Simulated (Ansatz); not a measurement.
# ZnO (zincite, P6_3mc): zone-centre modes under pressure, part 3 of 3

Wanted: Grüneisen parameters and pressure coefficients of the modes of ZnO (zincite, P6_3mc).

Ansatz 0.2.0; DFT PBE, scalar-relativistic, plane waves, PAW; PAW set soft_1.

So far, highest optical mode at the zone centre (no LO-TO term) (cm⁻¹): step 4 (modes at rest) 509.

### Step 6. Zone-centre modes of the member: 1.06 times the volume at rest

The zone-centre modes follow for 1.06 times the volume at rest, with the response to a field.

File input.yaml:

```yaml
crystal:
  lattice:
    - [3.3437027079, 0.0, 0.0]
    - [-1.671851354, 2.8957314877, 0.0]
    - [0.0, 0.0, 5.3998654903]
  atoms:
    - { symbol: O, position: [0.6666666667, 0.3333333333, 0.379021422] }
    - { symbol: O, position: [0.3333333333, 0.6666666667, 0.879021422] }
    - { symbol: Zn, position: [0.3333333333, 0.6666666667, 0.499988578] }
    - { symbol: Zn, position: [0.6666666667, 0.3333333333, -1.1422e-05] }
kpoints:
  mp_grid: { grid: [15, 15, 10] }
hamiltonian:
  xc: pbe
  pseudopotentials: { kind: paw, azcp: { folder: soft_1 } }
scf:
  occupations: { method: fixed }
output:
  eigenvalues: true
phonons:
  method: dfpt
  dielectric: true
  rigid_motions: translations
```

Launch:

```
$ ansatz run input.yaml --threads 4 --pin off --max-ram 16384MiB --backend cpu --events-out ev --progress --plain --runs-dir out
```

Numbers of over 12 decimals in the logs are rounded to 6 here.

The log of the run:

```text
[...]
Crystal: 4 atoms, lattice volume = 52.284 Å³
Basis set: ecut = 420 eV, 1039 PW (Γ), exchange–correlation on 48×48×80 points (8 copies of the dense FFT grid, shifted against one another)
Bands: 22, of which v1, the nominal top of the filled ones, is band 18 counted from 1 (17 counted from 0)
Symmetry: 12 space group operations
k-points: 608 of 2250 (irreducible under 2 space group operations, time reversal used)
[...]
SCF iter   1: F=—  HF=-7774.600487 eV  |F-HF|=—  |Δ(HF+E_count)|=         —  Δρ=1.07e-1  dr2=3.15e0  ethr=3.10e-3  ⟨swp⟩=4.3  Hψ=57446  notcnv=0  defer=1066
[...]
SCF iter  11: F=-7773.639680 eV  HF=-7773.639680 eV  |F-HF|=4.00e-11  |Δ(HF+E_count)|=   2.00e-9  Δρ=2.89e-7  dr2=3.87e-11  ethr=1.00e-12  ⟨swp⟩=7.2  Hψ=87840  notcnv=0
SCF 1 converged in 11 iterations: F = -7773.639680 eV  dr2 = 3.87e-11
[...]
Bands: 19, of which v1, the nominal top of the filled ones, is band 18 counted from 1 (17 counted from 0)
k-points: 660
[...]
Eigensolver: Dense (660 Hₖ)
SCF iter   1: F=—  HF=-7773.639230 eV  |F-HF|=—  |Δ(HF+E_count)|=         —  Δρ=3.95e-4  dr2=1.96e-5  ethr=1.00e-1
[...]
SCF iter   5: F=-7773.639231 eV  HF=-7773.639231 eV  |F-HF|=4.92e-8  |Δ(HF+E_count)|=   2.04e-7  Δρ=1.62e-5  dr2=6.93e-8  ethr=2.39e-10
SCF 1 converged in 5 iterations: F = -7773.639231 eV  dr2 = 6.93e-8
[...]
SCF converged after 11 iterations
Free energy (F): -7773.639680 eV
[...]
Internal energy: -7773.639680 eV  (E = F + TS)
E sigma→0 (E₀):  -7773.639680 eV
Fermi energy:    5.852070 eV
[...]
--- Band table (eV; the first three rows and the last of 608) ---
  k-point 0: bands = [... 14 lower, 5.1655, 5.7884, 5.8521, 5.8521, 6.5052, 10.7387, 13.7259, 18.3046]
  k-point 1: bands = [... 14 lower, 5.1827, 5.5111, 5.8357, 5.8357, 6.8111, 10.6576, 13.8002, 18.3066]
  k-point 2: bands = [... 14 lower, 5.2322, 5.2322, 5.7880, 5.7880, 7.3427, 10.4245, 14.0197, 18.0994]
  k-point 607: bands = [... 14 lower, 3.4562, 3.5307, 4.7852, 4.9151, 10.9768, 13.1501, 14.0130, 14.1421]
[...]
ASR residual: 1.228e-4 → 0.000e0 eV/Å²; symmetrization residual: 2.130e-6 eV/Å²
  ASR residual per site (eV/Å²): 1.23e-4 1.23e-4 1.08e-4 1.08e-4
[...]
ε∞ (high-frequency dielectric tensor):
        5.458542    -0.000000     0.000000
       -0.000000     5.458542    -0.000000
        0.000000    -0.000000     5.519439
  ε⁰ (static dielectric tensor: ions relaxed, cell fixed):
       11.962432    -0.000000     0.000000
       -0.000000    11.962432     0.000000
        0.000000     0.000000    13.330922
  ε⁰ − ε∞ (ionic part):
        6.503890     0.000000     0.000000
        0.000000     6.503890     0.000000
        0.000000     0.000000     7.811484
[...]
Born effective charges Z* (e; rows j = field, columns β = displacement):
    site 0:
        -2.15616    0.00000    0.00000
         0.00000   -2.15616    0.00000
        -0.00000    0.00000   -2.21292
    site 1:
        -2.15616    0.00000   -0.00000
         0.00000   -2.15616    0.00000
         0.00000    0.00000   -2.21292
    site 2:
         2.15616   -0.00000   -0.00000
        -0.00000    2.15616   -0.00000
        -0.00000   -0.00000    2.21292
    site 3:
         2.15616   -0.00000    0.00000
        -0.00000    2.15616   -0.00000
         0.00000   -0.00000    2.21292
  Z* charge neutrality: 1.471e-3 e pre-enforcement
[...]
optical modes at Γ without the LO–TO term, one row a degenerate level:
      ω (cm⁻¹)  modes    IR ((D/Å)²/amu)
         95.94      2             0.0000
        230.81      1             0.0000
        302.99      1            17.5791
        323.54      2            33.3778
        350.86      2             0.0000
        471.25      1             0.0000
  optical modes at Γ + LO–TO along q̂ = [1.0000, 0.0000, 0.0000]:
      ω (cm⁻¹)  modes    IR ((D/Å)²/amu)
         95.94      2             0.0000
        230.81      1             0.0000
        302.99      1            17.5791
        323.54      1            16.6889
        350.86      2             0.0000
        471.25      1             0.0000
        478.95      1            16.6889
  optical modes at Γ + LO–TO along q̂ = [0.0000, 1.0000, 0.0000]:
      ω (cm⁻¹)  modes    IR ((D/Å)²/amu)
         95.94      2             0.0000
        230.81      1             0.0000
        302.99      1            17.5791
        323.54      1            16.6889
        350.86      2             0.0000
        471.25      1             0.0000
        478.95      1            16.6889
  optical modes at Γ + LO–TO along q̂ = [0.0000, 0.0000, 1.0000]:
      ω (cm⁻¹)  modes    IR ((D/Å)²/amu)
         95.94      2             0.0000
        230.81      1             0.0000
        323.54      2            33.3778
        350.86      2             0.0000
        470.88      1            17.5791
        471.25      1             0.0000
```

It took 3.5 min on 4 threads of Arm Neoverse V2, shared host; peak memory 3.1 GiB.

This step gave:

```yaml
sum_rule_residual_before_enforcement: 1.23e-4 eV/Å²
miss_of_the_charge_sum_rule: 0.001471 e
estimated_error_of_the_dielectric_tensor: 0.01608
estimated_error_of_the_born_charges: 0.01316 e
highest_optical_mode_at_the_zone_centre_no_lo_to_term: 471.2 cm⁻¹
lowest_optical_zone_centre_mode: 95.94 cm⁻¹
mean_high_frequency_dielectric_constant: 5.479
largest_born_charge_third_of_the_trace: -2.175 e
mean_static_dielectric_constant: 12.42
top_of_the_zone_centre_spectrum_with_the_field: 478.9 cm⁻¹
```

Without the LO-TO term. Patterns of degenerate modes are one choice out of their space. Modes at Γ, with each element's share of the kinetic energy:

| mode | frequency (cm⁻¹) | symmetry | O % | Zn % |
| --- | --- | --- | --- | --- |
| 1 | 0.0 | acoustic | 20 | 80 |
| 2 | 0.0 | acoustic | 20 | 80 |
| 3 | 0.0 | acoustic | 20 | 80 |
| 4 | 95.9 | E2 | 11 | 89 |
| 5 | 95.9 | E2 | 11 | 89 |
| 6 | 230.8 | B1 | 0 | 100 |
| 7 | 303.0 | A1 | 80 | 20 |
| 8 | 323.5 | E1 | 80 | 20 |
| 9 | 323.5 | E1 | 80 | 20 |
| 10 | 350.9 | E2 | 89 | 11 |
| 11 | 350.9 | E2 | 89 | 11 |
| 12 | 471.2 | B1 | 100 | 0 |

Transverse modes. Infrared lines, with heights relative to the strongest:

| position (cm⁻¹) | label | relative intensity |
| --- | --- | --- |
| 96 | E2 | 0.0 |
| 231 | B1 | 0.0 |
| 303 | A1 | 53 |
| 324 | E1 | 100 |
| 351 | E2 | 0.0 |
| 471 | B1 | 0.0 |

Without the LO-TO term the lowest optical mode is real, 95.9 cm⁻¹, and the highest lies at 471.2 cm⁻¹.

The log warns of the k mesh: “the force constants stand on the 15×15×10 k-mesh, whose period is 11.28 times the interband length at k = (0.0000, 0.0000, 0.0000), direct gap 0.653 eV, under 14: take them and everything formed from them as unconverged”. So the frequencies of this run count as unconverged too.

### Step 7. Relaxation of a member: 0.9 times the volume at rest

The cell is set to 0.9 times the volume at rest, and shape and atoms relax at that volume.

File input.yaml:

```yaml
crystal:
  lattice:
    - [3.1672835571, 0.0, 0.0]
    - [-1.5836417785, 2.7429480214, 0.0]
    - [0.0, 0.0, 5.1097659439]
  atoms:
    - { symbol: O, position: [0.6666666667, 0.3333333333, 0.3790555417] }
    - { symbol: O, position: [0.3333333333, 0.6666666667, 0.8790555417] }
    - { symbol: Zn, position: [0.3333333333, 0.6666666667, 0.4999544583] }
    - { symbol: Zn, position: [0.6666666667, 0.3333333333, -4.55417e-05] }
kpoints:
  mp_grid: { grid: [15, 15, 10] }
hamiltonian:
  xc: pbe
  pseudopotentials: { kind: paw, azcp: { folder: soft_1 } }
scf:
  occupations: { method: gaussian, width: 0.02 }
output:
  forces: true
  stress: true
  eigenvalues: true
relax:
  adjacent_minimum: "off"
  f_tol: 0.001
  max_steps: 60
  cell: { stress_tol: 0.01, fix: [volume] }
```

The log of the run:

```text
[...]
Crystal: 4 atoms, lattice volume = 44.392 Å³
Basis set: ecut = 420 eV, 857 PW (Γ), exchange–correlation on 48×48×72 points (8 copies of the dense FFT grid, shifted against one another)
Bands: 22, of which v1, the nominal top of the filled ones, is band 18 counted from 1 (17 counted from 0)
Symmetry: 12 space group operations
[...]
k-points: 162 of 2250 (time reversal used)
[...]
--- Relaxed structure (3 steps of the walk, 3 accepted, 1 SCFs on fresh bases) ---
[...]
cell:  # Å, volume = 44.3921 Å³
    - [3.167370, -2.8868263728302274e-11, 0]
    - [-1.583685, 2.743023, 0]
    - [0, 0, 5.109488]
  atoms:
    - { symbol: O, position: [0.666667, 0.333333, 0.379055] }
    - { symbol: O, position: [0.333333, 0.666667, 0.879055] }
    - { symbol: Zn, position: [0.333333, 0.666667, 0.499955] }
    - { symbol: Zn, position: [0.666667, 0.333333, -4.456977928978058e-5] }
[key lines of the parts left out:]
SCF converged after 9 iterations
Free energy (F): -7773.463632 eV
Fermi energy:    8.721873 eV
P = ⅓ Tr σ = 17.1923 GPa (171.923 kbar)
```

It took 15 s on 4 threads; peak memory 0.46 GiB; 60 s of CPU time.

Little changed from the start: no atom moved by 0.005 Å and no cell edge by 0.1 %.

Numbers from this step:

* pressure: 17.19 GPa
* gap on the k-mesh: 0.8892 eV
* volume per atom: 11.10 Å³

The largest force component left is 0.22 meV/Å, at a pressure of 17.19 GPa.

### Step 8. Zone-centre modes of the member: 0.9 times the volume at rest

The zone-centre modes follow for 0.9 times the volume at rest, with the response to a field.

File input.yaml:

```yaml
crystal:
  lattice:
    - [3.1673696605, 0.0, 0.0]
    - [-1.5836848302, 2.7430225892, 0.0]
    - [0.0, 0.0, 5.1094881345]
  atoms:
    - { symbol: O, position: [0.6666666667, 0.3333333333, 0.3790545698] }
    - { symbol: O, position: [0.3333333333, 0.6666666667, 0.8790545698] }
    - { symbol: Zn, position: [0.3333333333, 0.6666666667, 0.4999554302] }
    - { symbol: Zn, position: [0.6666666667, 0.3333333333, -4.45698e-05] }
kpoints:
  mp_grid: { grid: [15, 15, 10] }
hamiltonian:
  xc: pbe
  pseudopotentials: { kind: paw, azcp: { folder: soft_1 } }
scf:
  occupations: { method: fixed }
output:
  eigenvalues: true
phonons:
  method: dfpt
  dielectric: true
  rigid_motions: translations
```

The log of the run:

```text
[...]
Crystal: 4 atoms, lattice volume = 44.392 Å³
Basis set: ecut = 420 eV, 857 PW (Γ), exchange–correlation on 48×48×72 points (8 copies of the dense FFT grid, shifted against one another)
Bands: 22, of which v1, the nominal top of the filled ones, is band 18 counted from 1 (17 counted from 0)
Symmetry: 12 space group operations
k-points: 608 of 2250 (irreducible under 2 space group operations, time reversal used)
[...]
optical modes at Γ + LO–TO along q̂ = [1.0000, 0.0000, 0.0000]:
      ω (cm⁻¹)  modes    IR ((D/Å)²/amu)
[...]
optical modes at Γ + LO–TO along q̂ = [0.0000, 1.0000, 0.0000]:
      ω (cm⁻¹)  modes    IR ((D/Å)²/amu)
[...]
optical modes at Γ + LO–TO along q̂ = [0.0000, 0.0000, 1.0000]:
      ω (cm⁻¹)  modes    IR ((D/Å)²/amu)
[...]
446.71      2            30.8156
        482.68      2             0.0000
        583.14      1            16.2212
        586.13      1             0.0000
[key lines of the parts left out:]
SCF converged after 11 iterations
Free energy (F): -7773.463632 eV
Fermi energy:    8.277117 eV
```

The job ended after 3.2 min (4 threads; peak memory 2.8 GiB).

Numbers from this step:

```yaml
sum_rule_residual_before_enforcement: 2.24e-4 eV/Å²
miss_of_the_charge_sum_rule: 0.001756 e
estimated_error_of_the_dielectric_tensor: 0.01658
estimated_error_of_the_born_charges: 0.01474 e
highest_optical_mode_at_the_zone_centre_no_lo_to_term: 586.1 cm⁻¹
lowest_optical_zone_centre_mode: 70.11 cm⁻¹
mean_high_frequency_dielectric_constant: 4.889
largest_born_charge_third_of_the_trace: -2.090 e
mean_static_dielectric_constant: 8.790
top_of_the_zone_centre_spectrum_with_the_field: 592.9 cm⁻¹
```

Without the LO-TO term. Patterns of degenerate modes are one choice out of their space. The modes at Γ (shares of kinetic energy by element, %):

| mode | frequency (cm⁻¹) | symmetry | O % | Zn % |
| --- | --- | --- | --- | --- |
| 1 | 0.0 | acoustic | 20 | 80 |
| 2 | 0.0 | acoustic | 20 | 80 |
| 3 | 0.0 | acoustic | 20 | 80 |
| 4 | 70.1 | E2 | 16 | 84 |
| 5 | 70.1 | E2 | 16 | 84 |
| 6 | 266.9 | B1 | 4 | 96 |
| 7 | 426.5 | A1 | 80 | 20 |
| 8 | 446.7 | E1 | 80 | 20 |
| 9 | 446.7 | E1 | 80 | 20 |
| 10 | 482.7 | E2 | 84 | 16 |
| 11 | 482.7 | E2 | 84 | 16 |
| 12 | 586.1 | B1 | 96 | 4 |

Displacements in mode 4 (70.1 cm⁻¹), the largest set to 1:
```
O1  -0.03 -0.90  0.00
O2   0.03  0.90  0.00
Zn3 -0.03 -1.00  0.00
Zn4  0.03  1.00  0.00
```

Displacements in mode 6 (266.9 cm⁻¹), the largest set to 1:
```
O1   0.00  0.00  0.39
O2   0.00  0.00 -0.39
Zn3  0.00  0.00 -1.00
Zn4  0.00  0.00  1.00
```

Transverse modes. Infrared lines, with heights relative to the strongest:

| position (cm⁻¹) | label | relative intensity |
| --- | --- | --- |
| 70 | E2 | 0.0 |
| 267 | B1 | 0.0 |
| 426 | A1 | 53 |
| 447 | E1 | 100 |
| 483 | E2 | 0.0 |
| 586 | B1 | 0.0 |

Without the LO-TO term the lowest optical mode is real, 70.1 cm⁻¹, and the highest lies at 586.1 cm⁻¹.

The log warns of the k mesh: “the force constants stand on the 15×15×10 k-mesh, whose period is 13.45 times the interband length at k = (0.0000, 0.0000, 0.0000), direct gap 0.889 eV, under 14: take them and everything formed from them as unconverged”. So the frequencies of this run count as unconverged too.

### Step 9. The series together

The members are set side by side, also those not shown above.

Each row is one cell with its response, relaxed at fixed volume as far as symmetry leaves anything free; energies are extrapolated to zero smearing, and E0 is that at rest; the axis is the Cartesian z axis of the cell; shape and atoms are relaxed in each cell where symmetry leaves them free. State of the crystal along the series:

| volume ratio | V (Å³/atom) | pressure (GPa) | E - E0 (meV/atom) | first cell vector (Å) | third cell vector (Å) | gap on mesh (eV) | ε∞ along the axis | ε∞ across the axis, mean | ε0 along the axis | ε0 across the axis, mean | largest Born charge in size, a third of the trace (e) | top mode with the field, highest of q along x, y and z (cm⁻¹) |
| --- | --- | --- | --- | --- | --- | --- | --- | --- | --- | --- | --- | --- |
| 0.9 | 11.1 | 17.19 | 60.13 | 3.167 | 5.109 | 0.8892 | 4.927 | 4.87 | 9.212 | 8.579 | 2.09 | 592.9 |
| 0.92 | 11.35 | 12.96 | 36.99 | 3.191 | 5.147 | 0.8591 | 4.987 | 4.929 | 9.597 | 8.906 | 2.102 | 576.8 |
| 0.94 | 11.59 | 9.168 | 20.02 | 3.213 | 5.185 | 0.8292 | 5.05 | 4.992 | 10.01 | 9.256 | 2.113 | 561.4 |
| 0.96 | 11.84 | 5.774 | 8.567 | 3.236 | 5.222 | 0.7993 | 5.117 | 5.059 | 10.46 | 9.628 | 2.124 | 546.4 |
| 0.98 | 12.09 | 2.731 | 2.069 | 3.258 | 5.258 | 0.7699 | 5.187 | 5.13 | 10.94 | 10.03 | 2.134 | 532 |
| 0.99 | 12.21 | 1.33 | 0.5169 | 3.269 | 5.276 | 0.7553 | 5.224 | 5.166 | 11.19 | 10.24 | 2.14 | 525 |
| 1 | 12.33 | 0.002292 | 0 | 3.28 | 5.294 | 0.7407 | 5.266 | 5.207 | 11.47 | 10.46 | 2.145 | 518.1 |
| 1.02 | 12.58 | -2.447 | 1.922 | 3.301 | 5.33 | 0.7113 | 5.341 | 5.283 | 12.03 | 10.92 | 2.155 | 504.6 |
| 1.04 | 12.82 | -4.646 | 7.414 | 3.323 | 5.365 | 0.682 | 5.425 | 5.367 | 12.65 | 11.42 | 2.165 | 491.7 |
| 1.06 | 13.07 | -6.618 | 16.12 | 3.344 | 5.4 | 0.6531 | 5.519 | 5.458 | 13.33 | 11.96 | 2.175 | 478.9 |

Without the LO-TO term; each mode is tracked from rest by its pattern, and modes that stay within 0.3 cm⁻¹ of each other stand once; shape and atoms are relaxed in each cell where symmetry leaves them free. Optical modes along the series:

| V (Å³/atom) | mode 4 E2 (cm⁻¹) | mode 6 B1 (cm⁻¹) | mode 7 A1 (cm⁻¹) | mode 8 E1 (cm⁻¹) | mode 10 E2 (cm⁻¹) | mode 12 B1 (cm⁻¹) |
| --- | --- | --- | --- | --- | --- | --- |
| 11.1 | 70.11 | 266.9 | 426.5 | 446.7 | 482.7 | 586.1 |
| 11.35 | 76.05 | 262.6 | 408.9 | 429.1 | 463.8 | 569 |
| 11.59 | 80.85 | 258.2 | 392 | 412.3 | 445.6 | 552.7 |
| 11.84 | 84.79 | 253.8 | 375.8 | 396.1 | 428.2 | 537.3 |
| 12.09 | 88.06 | 249.3 | 360.1 | 380.5 | 411.6 | 522.7 |
| 12.21 | 89.45 | 247.1 | 352.8 | 372.9 | 403.4 | 515.8 |
| 12.33 | 90.74 | 244.8 | 345.2 | 365.5 | 395.5 | 508.9 |
| 12.58 | 92.92 | 240.2 | 330.7 | 351 | 380.1 | 495.7 |
| 12.82 | 94.63 | 235.6 | 316.6 | 337.1 | 365.2 | 483.2 |
| 13.07 | 95.94 | 230.8 | 303 | 323.5 | 350.9 | 471.2 |

From cubic fits (parabolas where under five rows exist) of ln ω and P against ln V through the rows within about 4 % of rest: γ = −d ln ω / d ln V and dω/dP = γ ω / B. Slopes at rest:

| mode | fitted frequency at rest (cm⁻¹) | Grüneisen parameter γ | dω/dP (cm⁻¹/GPa) |
| --- | --- | --- | --- |
| mode 4 E2 | 90.7 | -1.34 | -0.94 |
| mode 6 B1 | 244.8 | 0.93 | 1.76 |
| mode 7 A1 | 345.2 | 2.13 | 5.7 |
| mode 8 E1 | 365.5 | 2.01 | 5.7 |
| mode 10 E2 | 395.5 | 1.99 | 6.08 |
| mode 12 B1 | 508.9 | 1.33 | 5.22 |

### Step 10. Outcome

```
members                                                          : 10
highest optical mode at the zone centre (no LO-TO term), at rest : 508.9 cm⁻¹
bulk modulus at rest                                             : 129 GPa
mode 7 A1, γ                                                     : 2.13
mode 8 E1, γ                                                     : 2.01
mode 10 E2, γ                                                    : 1.99
mode 12 B1, γ                                                    : 1.33
```

**Reading.** The series spans -6.6 to 17.2 GPa, and the slope at rest gives a bulk modulus of 129 GPa. Among the modes in the table of slopes γ runs from -1.34 (mode 4 E2) to 2.13 (mode 7 A1). A negative γ means that the mode softens under pressure. ε∞ along z is 5.27 at rest, with d ln ε∞ / d ln V = 0.73. One k mesh and one cutoff serve the ground states and modes of all volumes; the field response picks its own mesh. With the field response the log warns that the k mesh is coarse for the force constants too, so the frequencies are to be taken as unconverged. These are harmonic frequencies at zero temperature: anharmonic shifts, linewidths and thermal expansion are left out. Only the zone centre was solved, so an instability at another wavevector cannot show here.

[Logs are printed without paths, hosts, clocks, repeated set-up lines and the standing remarks that a program may print on its own settings, such as how far it seeks lower states.]

[Hosts, paths, dates, database ids (printed as entryN), source tags and the programs' standing remarks are cut or masked in the printed files.]
